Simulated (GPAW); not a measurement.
# TiTe2 (P-3m1) in GPAW: notebook

Aim: see how the results for TiTe2 move with the level of theory and the settings. Levels: BLYP+D3(BJ), PBE, PBEsol. Tasks: relaxation of cell and atoms, single point.

Everything below comes from runs of GPAW 26.7.0. Logs are shortened: lines on timing, memory, paths and dates and some standing lists are left out, and cuts for length are marked. The log counts tension as positive stress, the text compression.

## (1) Starting point

The structure is trigonal, space group P-3m1 (No. 164). The conventional cell has a = 3.777 Å, b = 3.777 Å, c = 6.498 Å, α = 90.00°, β = 90.00°, γ = 120.00°. Te (site symmetry 3m) has 3 Ti at 2.77 Å as nearest neighbours. Around Ti (site symmetry -3m) lie 6 Te at 2.77 Å.

## (2) Relaxation of cell and atoms, BLYP+D3(BJ), target pressure -2 GPa, at which the enthalpy is minimised

Contents of run.py:

```python
from ase.calculators.mixing import SumCalculator
from ase.filters import FrechetCellFilter
from ase.io import read, write
from ase.optimize import FIRE
from ase.units import GPa
from dftd3.ase import DFTD3
from gpaw import GPAW, PW, setup_paths

setup_paths.insert(0, '.')

atoms = read('POSCAR')

calc = GPAW(mode=PW(600),
            xc='BLYP',
            kpts={'size': (6, 6, 3), 'gamma': True},
            occupations={'name': 'fermi-dirac', 'width': 0.05},
            nbands=24,
            convergence={'density': 1e-05, 'energy': 1e-05},
            eigensolver='davidson',
            maxiter=150,
            txt='gpaw.txt')
atoms.calc = SumCalculator([calc, DFTD3(method='blyp', damping='d3bj')])
opt = FIRE(FrechetCellFilter(atoms, scalar_pressure=-2 * GPa), trajectory='relax.traj', logfile='-')
done = opt.run(fmax=0.01, steps=40)
calc.write('gs.gpw')
write('result.traj', atoms)
print('Converged:', done)
print('Cell:', atoms.cell.cellpar().round(4))
print('Volume:', round(atoms.get_volume(), 4))
print(atoms.get_scaled_positions().round(5))
```

Contents of POSCAR:

```
TiTe2
1.0
    3.7770000000      0.0000000000      0.0000000000
   -1.8885000000      3.2709779501      0.0000000000
    0.0000000000      0.0000000000      6.4980000000
Te Ti
2 1
Direct
    0.3333333333      0.6666666667      0.7372000000
    0.6666666667      0.3333333333      0.2628000000
    0.0000000000      0.0000000000      0.0000000000
```

Potentials or basis: PAW data sets generated in the run's folder for this functional, pw.

Launch:

```sh
$ gpaw-setup -f BLYP Te Ti
$ OMP_NUM_THREADS=1 python run.py
```

gpaw.txt:

```text
__  _  _
 | _ |_)|_||  |
 |__||  | ||/\| - 26.7.0

Input parameters:
  mode=PW(ecut=600.0),
  convergence={'density': 1e-05, 'energy': 1e-05},
  eigensolver=Davidson(niter=2),
  kpts=MonkhorstPack(size=(6, 6, 3), gamma=True),
  maxiter=150,
  nbands=24,
  occupations=Occupations(name='fermi-dirac', width=0.05),
  xc=XC(name='BLYP')

Diagonalizing LCAO Hamiltonian
Converting LCAO to pw mode

        Te

            Te

       Ti

Atoms  # Å, Bohr magnetons
|   | symbol |         x |        y |        z |    initial magnetic moments |
|---|--------|-----------|----------|----------|-----------------------------|
| 0 |     Te | -0.000000 | 2.180652 | 4.790326 | ( 0.0000,  0.0000,  0.0000) |
| 1 |     Te |  1.888500 | 1.090326 | 1.707674 | ( 0.0000,  0.0000,  0.0000) |
| 2 |     Ti |  0.000000 | 0.000000 | 0.000000 | ( 0.0000,  0.0000,  0.0000) |

Unit cell  # Å
| periodic |         x |        y |        z |  lengths |     angles |
|----------|-----------|----------|----------|----------|------------|
|      yes |  3.777000 | 0.000000 | 0.000000 | 3.777000 |  90.000000 |
|      yes | -1.888500 | 3.270978 | 0.000000 | 3.777000 |  90.000000 |
|      yes |  0.000000 | 0.000000 | 6.498000 | 6.498000 | 120.000000 |

Number of symmetries: 12
Symmetry operations  # r_c * U_cc + t_c -> r_c
|    | kind |            matrix            |
|----|------|------------------------------|
|  0 |  σ   |  1, 1, 0,  0,-1, 0,  0, 0, 1 |
|  1 |  S6  |  1, 1, 0, -1, 0, 0,  0, 0,-1 |
|  2 |  E   |  1, 0, 0,  0, 1, 0,  0, 0, 1 |
|  3 |  C2  |  1, 0, 0, -1,-1, 0,  0, 0,-1 |
|  4 |  C2  |  0, 1, 0,  1, 0, 0,  0, 0,-1 |
|  5 |  C3  |  0, 1, 0, -1,-1, 0,  0, 0, 1 |
|  6 |  S6  |  0,-1, 0,  1, 1, 0,  0, 0,-1 |
|  7 |  σ   |  0,-1, 0, -1, 0, 0,  0, 0, 1 |
|  8 |  σ   | -1, 0, 0,  1, 1, 0,  0, 0, 1 |
|  9 |  i   | -1, 0, 0,  0,-1, 0,  0, 0,-1 |
| 10 |  C3  | -1,-1, 0,  1, 0, 0,  0, 0, 1 |
| 11 |  C2  | -1,-1, 0,  0, 1, 0,  0, 0,-1 |
[... 126 lines left out ...]
convergence criteria:
- Maximum integral of absolute [dens]ity change: 1e-05 electrons / valence electron
- Maximum [total energy] change in last 3 cyles: 1e-05 eV / valence electron
- Maximum integral of absolute [eigenst]ate change: 4e-08 eV^2 / valence electron
maximum number of iterations: 150

SCF iterations
|iter     | |      energy | eigst |  dens |
|---------|-|-------------|-------|-------|
|iter:   1| |  -12.923954 | -0.03 |       |
|iter:   2| |  -12.903073 | -1.59 | -1.26 |
|iter:   3| |  -14.056890 | -1.01 | -1.28 |
|iter:   4| |  -13.387438 | -1.46 | -0.88 |
|iter:   5| |  -12.835918 | -2.39 | -1.10 |
|iter:   6| |  -12.849342 | -2.27 | -1.60 |
|iter:   7| |  -12.830468 | -3.61 | -1.85 |
|iter:   8| |  -12.826143 | -3.53 | -2.23 |
|iter:   9| |  -12.826161 | -4.78 | -3.28 |
|iter:  10| |  -12.826163c| -5.73 | -3.79 |
|iter:  11| |  -12.826164c| -6.48 | -4.17 |
|iter:  12| |  -12.826164c| -7.32 | -5.28c|
|iter:  13| |  -12.826164c| -7.99c| -5.62c|

Converged in 13 steps
Energy contributions relative to reference atoms: (reference = -392848.340164)

Energy contributions:
  Kinetic:          38.002279
  Coulomb:         -36.674973
  Zero:              0.328987
  External:          0.000000
  Xc:              -14.476047
  Entropy:          -0.012820
  Spinorbit:         0.000000
  ----------------------------
  Free energy:     -12.832574
  Extrapolated:    -12.826164
[... 48 lines left out ...]
            Te

       Ti

Atoms  # Å, Bohr magnetons
|   | symbol |         x |         y |         z |    initial magnetic moments |
|---|--------|-----------|-----------|-----------|-----------------------------|
| 0 |     Te | -0.000000 |  2.180917 |  4.787916 | ( 0.0000,  0.0000,  0.0000) |
| 1 |     Te |  1.888729 |  1.090458 |  1.706750 | ( 0.0000,  0.0000,  0.0000) |
| 2 |     Ti | -0.000000 | -0.000000 | -0.000000 | ( 0.0000,  0.0000,  0.0000) |

Unit cell  # Å
| periodic |         x |         y |         z |  lengths |     angles |
|----------|-----------|-----------|-----------|----------|------------|
|      yes |  3.777459 |  0.000000 |  0.000000 | 3.777459 |  90.000000 |
|      yes | -1.888729 |  3.271375 | -0.000000 | 3.777459 |  90.000000 |
|      yes |  0.000000 | -0.000000 |  6.494666 | 6.494666 | 120.000000 |
[... 223 lines left out ...]
            Te

       Ti

Atoms  # Å, Bohr magnetons
|   | symbol |         x |         y |         z |    initial magnetic moments |
|---|--------|-----------|-----------|-----------|-----------------------------|
| 0 |     Te | -0.000000 |  2.181454 |  4.783171 | ( 0.0000,  0.0000,  0.0000) |
| 1 |     Te |  1.889195 |  1.090727 |  1.705008 | ( 0.0000,  0.0000,  0.0000) |
| 2 |     Ti | -0.000000 | -0.000000 | -0.000000 | ( 0.0000,  0.0000,  0.0000) |

Unit cell  # Å
| periodic |         x |         y |         z |  lengths |     angles |
|----------|-----------|-----------|-----------|----------|------------|
|      yes |  3.778389 |  0.000000 |  0.000000 | 3.778389 |  90.000000 |
|      yes | -1.889195 |  3.272181 | -0.000000 | 3.778389 |  90.000000 |
|      yes |  0.000000 | -0.000000 |  6.488179 | 6.488179 | 120.000000 |
[... 223 lines left out ...]
            Te

       Ti

Atoms  # Å, Bohr magnetons
|   | symbol |         x |        y |         z |    initial magnetic moments |
|---|--------|-----------|----------|-----------|-----------------------------|
| 0 |     Te | -0.000000 | 2.182276 |  4.776233 | ( 0.0000,  0.0000,  0.0000) |
| 1 |     Te |  1.889906 | 1.091138 |  1.702659 | ( 0.0000,  0.0000,  0.0000) |
| 2 |     Ti | -0.000000 | 0.000000 | -0.000000 | ( 0.0000,  0.0000,  0.0000) |

Unit cell  # Å
| periodic |         x |         y |         z |  lengths |     angles |
|----------|-----------|-----------|-----------|----------|------------|
|      yes |  3.779812 |  0.000000 |  0.000000 | 3.779812 |  90.000000 |
|      yes | -1.889906 |  3.273413 | -0.000000 | 3.779812 |  90.000000 |
|      yes |  0.000000 | -0.000000 |  6.478892 | 6.478892 | 120.000000 |
[... 224 lines left out ...]
            Te

       Ti

Atoms  # Å, Bohr magnetons
|   | symbol |         x |        y |         z |    initial magnetic moments |
|---|--------|-----------|----------|-----------|-----------------------------|
| 0 |     Te | -0.000000 | 2.183391 |  4.767296 | ( 0.0000,  0.0000,  0.0000) |
| 1 |     Te |  1.890872 | 1.091695 |  1.700004 | ( 0.0000,  0.0000,  0.0000) |
| 2 |     Ti | -0.000000 | 0.000000 | -0.000000 | ( 0.0000,  0.0000,  0.0000) |

Unit cell  # Å
| periodic |         x |         y |         z |  lengths |     angles |
|----------|-----------|-----------|-----------|----------|------------|
|      yes |  3.781743 |  0.000000 |  0.000000 | 3.781743 |  90.000000 |
|      yes | -1.890872 |  3.275086 | -0.000000 | 3.781743 |  90.000000 |
|      yes |  0.000000 | -0.000000 |  6.467301 | 6.467301 | 120.000000 |
[... 224 lines left out ...]
            Te

       Ti

Atoms  # Å, Bohr magnetons
|   | symbol |         x |        y |         z |    initial magnetic moments |
|---|--------|-----------|----------|-----------|-----------------------------|
| 0 |     Te | -0.000000 | 2.184791 |  4.756629 | ( 0.0000,  0.0000,  0.0000) |
| 1 |     Te |  1.892084 | 1.092395 |  1.697389 | ( 0.0000,  0.0000,  0.0000) |
| 2 |     Ti | -0.000000 | 0.000000 | -0.000000 | ( 0.0000,  0.0000,  0.0000) |

Unit cell  # Å
| periodic |         x |         y |         z |  lengths |     angles |
|----------|-----------|-----------|-----------|----------|------------|
|      yes |  3.784169 |  0.000000 |  0.000000 | 3.784169 |  90.000000 |
|      yes | -1.892084 |  3.277186 | -0.000000 | 3.784169 |  90.000000 |
|      yes |  0.000000 | -0.000000 |  6.454018 | 6.454018 | 120.000000 |
[... 1592 lines left out ...]
convergence criteria:
- Maximum integral of absolute [dens]ity change: 1e-05 electrons / valence electron
- Maximum [total energy] change in last 3 cyles: 1e-05 eV / valence electron
- Maximum integral of absolute [eigenst]ate change: 4e-08 eV^2 / valence electron
maximum number of iterations: 150

SCF iterations
|iter     | |      energy | eigst |  dens |
|---------|-|-------------|-------|-------|
|iter:   1| |  -12.806857 |       |       |
|iter:   2| |  -12.806854 | -7.47c| -3.78 |
|iter:   3| |  -12.806854c| -7.99c| -3.87 |
|iter:   4| |  -12.806857c| -7.74c| -4.01 |
|iter:   5| |  -12.806859c| -8.59c| -4.27 |
|iter:   6| |  -12.806860c| -8.85c| -4.53 |
|iter:   7| |  -12.806860c| -9.56c| -5.15c|

Converged in 7 steps
Energy contributions relative to reference atoms: (reference = -392848.340164)

Energy contributions:
  Kinetic:          38.333265
  Coulomb:         -36.916267
  Zero:              0.328465
  External:          0.000000
  Xc:              -14.546181
  Entropy:          -0.012284
  Spinorbit:         0.000000
  ----------------------------
  Free energy:     -12.813002
  Extrapolated:    -12.806860
[... 2197 lines left out ...]
Forces  # eV/Ang
|        x |        y |        z |
|----------|----------|----------|
|  0.00000 | -0.00000 |  0.00767 |  # Te   0
| -0.00000 |  0.00000 | -0.00767 |  # Te   1
| -0.00000 |  0.00000 |  0.00000 |  # Ti   2

# Writing to gs.gpw (mode='')
```

It took 3.3 min on 1 thread of INTEL XEON PLATINUM 8581C at 2.30GHz (Emerald Rapids), shared host; peak memory 0.28 GiB.

Results:

```yaml
Free_energy: -16.3153 eV
Relaxed_volume: 26.45 Å³/atom
Relaxed_cell: a = 3.791 Å, b = 3.791 Å, c = 6.376 Å, α = 90.00°, β = 90.00°, γ = 120.00°
Space_group_after_relaxing_to_0.05_Å: P-3m1 (No. 164)
Energy_change_on_relaxing_the_enthalpy_is_what_falls: -5.1 meV/atom
Ionic_steps: 21
Pressure_after_relaxing: -2.0 GPa
Largest_force_after_relaxing: 0.003 eV/Å
Band_gap_on_the_k_mesh: none (metal or under the smearing width)
Dispersion_energy_per_atom: -1.170 eV
```

Forces in eV/Å, atoms in the order of the input:
```
Te   0.000  0.000 -0.003
Te   0.000  0.000  0.003
Ti   0.000  0.000  0.000
```

Step by step:
```tsv
step	energy change (eV)	largest force (eV/Å)	pressure (GPa)	volume (Å³)
1	0.0000	0.0048	-2.16	80.28
2	-0.0005	0.0006	-2.14	80.26
3	-0.0015	0.0102	-2.11	80.22
4	-0.0027	0.0229	-2.07	80.16
5	-0.0042	0.0350	-2.03	80.10
6	-0.0056	0.0436	-2.01	80.04
7	-0.0069	0.0461	-2.01	79.98
8	-0.0081	0.0411	-2.03	79.93
9	-0.0093	0.0279	-2.08	79.86
10	-0.0107	0.0083	-2.13	79.76
11	-0.0125	0.0082	-2.12	79.58
12	-0.0126	0.0073	-2.12	79.57
13	-0.0128	0.0055	-2.10	79.56
14	-0.0130	0.0032	-2.09	79.54
15	-0.0134	0.0004	-2.07	79.51
16	-0.0137	0.0026	-2.04	79.48
17	-0.0140	0.0051	-2.02	79.45
18	-0.0144	0.0066	-2.00	79.42
19	-0.0150	0.0073	-1.98	79.40
20	-0.0152	0.0063	-1.97	79.37
21	-0.0154	0.0030	-1.96	79.35
```

Final structure:
```
Te Ti
1.0
     3.79081    0.00000    0.00000
    -1.89540    3.28293    0.00000
     0.00000    0.00000    6.37646
Te Ti
2 1
Direct
  0.33333 0.66667 0.73456
  0.66667 0.33333 0.26544
  0.00000 0.00000 0.00000
```

Caveat: later steps reuse the first step's grids. Spin-orbit coupling is left out, which matters for the levels of Te.

## (3) Single point, PBE

Contents of run.py:

```python
from ase import Atoms
from ase.dft.bandgap import bandgap
from ase.io import write
from ase.units import GPa
from gpaw import GPAW, PW

atoms = Atoms(['Te', 'Te', 'Ti'],
              cell=[[3.777, 0.0, 0.0],
                    [-1.8885, 3.2709779501, 0.0],
                    [0.0, 0.0, 6.498]],
              scaled_positions=[[0.3333333333, 0.6666666667, 0.7372],
                                [0.6666666667, 0.3333333333, 0.2628],
                                [0.0, 0.0, 0.0]],
              pbc=True)

calc = GPAW(mode=PW(500),
            xc='PBE',
            kpts={'size': (7, 7, 4), 'gamma': True},
            occupations={'name': 'fermi-dirac', 'width': 0.05},
            nbands=24,
            maxiter=120,
            txt='gpaw.txt')
atoms.calc = calc
energy = atoms.get_potential_energy()
forces = atoms.get_forces()
stress = atoms.get_stress()
calc.write('gs.gpw')
write('result.traj', atoms)
print(f'Energy: {energy:.6f} eV')
print('Forces (eV/A):')
print(forces.round(4))
print('Stress (GPa):', (stress / GPa).round(3))
print('Fermi level:', round(calc.get_fermi_level(), 4), 'eV')
print(f'Gap: {bandgap(calc)[0]:.4f} eV, direct: {bandgap(calc, direct=True)[0]:.4f} eV')
```

Potentials or basis: GPAW PAW data sets (gpaw-data 1.2.1), pw.

Launch:

```sh
$ OMP_NUM_THREADS=1 python run.py
```

Run time: 25 s. Hardware: 1 thread of Intel Xeon Platinum 8259CL at 2.50GHz (Skylake/Cascade Lake), shared host; peak memory 0.18 GiB.

Results (log left out):

```
Free energy            : -15.1655 eV
Pressure               : 0.6 GPa
Largest force          : 0.013 eV/Å
Band gap on the k mesh : none (metal or under the smearing width)
```

Forces on the atoms (eV/Å):
```
Te   0.000  0.000  0.013
Te   0.000  0.000 -0.013
Ti   0.000  0.000  0.000
```

Stress tensor (GPa, compression positive):
```
0.50 0.00 0.00
0.00 0.50 0.00
0.00 0.00 0.81
```

Levels at points of the mesh, in eV from the Fermi level:
```csv
k point,band 9,band 10,band 11,band 12,band 13,band 14,band 15,band 16
"(0.00, 0.00, 0.00)",-1.66,0.37,0.42,0.42,0.59,1.08,1.08,3.08
"(0.00, 0.00, 0.50)",-1.59,-1.59,0.41,0.41,0.77,0.77,1.05,3.51
```

Caveat: the cutoff is short for stress and forces, so pressures can be off by a GPa or more; this functional lacks dispersion, which binds the layers, so the pressure and a relaxed spacing across them are unreliable. Spin-orbit coupling is left out, which matters for the levels of Te.

## (4) Relaxation of cell and atoms, PBEsol

Contents of run.py:

```python
from ase import Atoms
from ase.filters import FrechetCellFilter
from ase.io import write
from ase.optimize import BFGS
from gpaw import GPAW, PW, setup_paths

setup_paths.insert(0, '.')

atoms = Atoms(['Te', 'Te', 'Ti'],
              cell=[[3.777, 0.0, 0.0],
                    [-1.8885, 3.2709779501, 0.0],
                    [0.0, 0.0, 6.498]],
              scaled_positions=[[0.3333333333, 0.6666666667, 0.7372],
                                [0.6666666667, 0.3333333333, 0.2628],
                                [0.0, 0.0, 0.0]],
              pbc=True)

calc = GPAW(mode=PW(600),
            xc='PBEsol',
            kpts={'size': (7, 7, 4), 'gamma': True},
            occupations={'name': 'fermi-dirac', 'width': 0.05},
            nbands=24,
            convergence={'density': 1e-05, 'forces': 0.0001},
            maxiter=150,
            txt='gpaw.txt')
atoms.calc = calc
opt = BFGS(FrechetCellFilter(atoms), trajectory='relax.traj', logfile='-')
done = opt.run(fmax=0.02, steps=60)
calc.write('gs.gpw')
write('result.traj', atoms)
print('Converged:', done)
print('Cell:', atoms.cell.cellpar().round(4))
print('Volume:', round(atoms.get_volume(), 4))
print(atoms.get_scaled_positions().round(5))
```

Potentials or basis: PAW data sets generated in the run's folder for this functional, pw.

Launch:

```sh
$ gpaw-setup -f PBEsol Te Ti
$ OMP_NUM_THREADS=1 python run.py
```

Run time: 4.5 min. Hardware: 1 thread of Intel Xeon Platinum 8488C (Sapphire Rapids), shared host; peak memory 0.32 GiB.

It converged, with:

```yaml
Free_energy: -16.5273 eV
Relaxed_volume: 25.17 Å³/atom
Relaxed_cell: a = 3.705 Å, b = 3.705 Å, c = 6.353 Å, α = 90.00°, β = 90.00°, γ = 120.00°
Space_group_after_relaxing_to_0.05_Å: P-3m1 (No. 164)
Energy_gained_by_relaxing: 9.7 meV/atom
Ionic_steps: 9
Pressure_after_relaxing: 0.0 GPa
Band_gap_on_the_k_mesh: none (metal or under the smearing width)
```

Step by step:
```csv
step,energy change (eV),largest force (eV/Å),pressure (GPa),volume (Å³)
1,0.0000,0.1506,-2.64,80.28
2,-0.0076,0.0802,-2.19,79.78
3,-0.0208,0.2134,-0.18,77.61
4,-0.0218,0.2016,-0.16,77.48
5,-0.0276,0.0124,-0.01,75.74
6,-0.0278,0.0122,-0.03,75.77
7,-0.0289,0.0079,-0.15,75.88
8,-0.0292,0.0028,-0.13,75.72
9,-0.0290,0.0003,-0.04,75.51
```

Final structure:
```cif
data_structure
_symmetry_space_group_name_H-M 'P 1'
_symmetry_Int_Tables_number 1
_cell_length_a 3.7046
_cell_length_b 3.7046
_cell_length_c 6.3530
_cell_angle_alpha 90.000
_cell_angle_beta 90.000
_cell_angle_gamma 120.000
_cell_volume 75.51
loop_
_atom_site_label
_atom_site_type_symbol
_atom_site_fract_x
_atom_site_fract_y
_atom_site_fract_z
_atom_site_occupancy
Te1 Te 0.33333 0.66667 0.73080 1
Te2 Te 0.66667 0.33333 0.26920 1
Ti1 Ti 0.00000 0.00000 0.00000 1
```

Levels at points of the mesh, in eV from the Fermi level:
| k point | band 8 | band 9 | band 10 | band 11 | band 12 | band 13 | band 14 | band 15 | band 16 | band 17 |
| --- | --- | --- | --- | --- | --- | --- | --- | --- | --- | --- |
| (0.00, 0.00, 0.00) | -1.61 | -1.61 | 0.31 | 0.48 | 0.48 | 0.82 | 1.30 | 1.30 | 3.22 | 3.22 |
| (0.00, 0.00, 0.50) | -2.92 | -1.52 | -1.52 | 0.46 | 0.46 | 0.88 | 0.88 | 1.16 | 3.78 | 3.78 |

Caveat: later steps reuse the first step's grids; this functional lacks dispersion, which binds the layers, so the pressure and a relaxed spacing across them are unreliable.

## (5) Overview

```tsv
task	level	potentials or basis	cell	k mesh	cutoff (eV)	eigensolver	maxiter	optimizer	fmax	max steps	gap on the mesh (eV)	pressure (GPa)
relaxation of cell and atoms	BLYP+D3(BJ)	PAW data sets generated in the run's folder for this functional, pw	relaxed to -2 GPa	6 × 6 × 3	600	davidson	150	FIRE	0.01 eV/Å	40	none	-2.0
single point	PBE	GPAW PAW data sets (gpaw-data 1.2.1), pw	as given	7 × 7 × 4	500	-	120	-	-	-	none	0.6
relaxation of cell and atoms	PBEsol	PAW data sets generated in the run's folder for this functional, pw	relaxed	7 × 7 × 4	600	-	150	BFGS	0.02 eV/Å	60	none	0.0
```

Alike in all rows: no spin polarisation; smearing fermi-dirac 0.05 eV.

Caveats: later steps reuse the first step's grids (some runs); this functional lacks dispersion, which binds the layers, so the pressure and a relaxed spacing across them are unreliable (some runs); the cutoff is short for stress and forces, so pressures can be off by a GPa or more (some runs).

Total energies depend on the potentials used, so only differences within one code and one set of settings carry meaning.
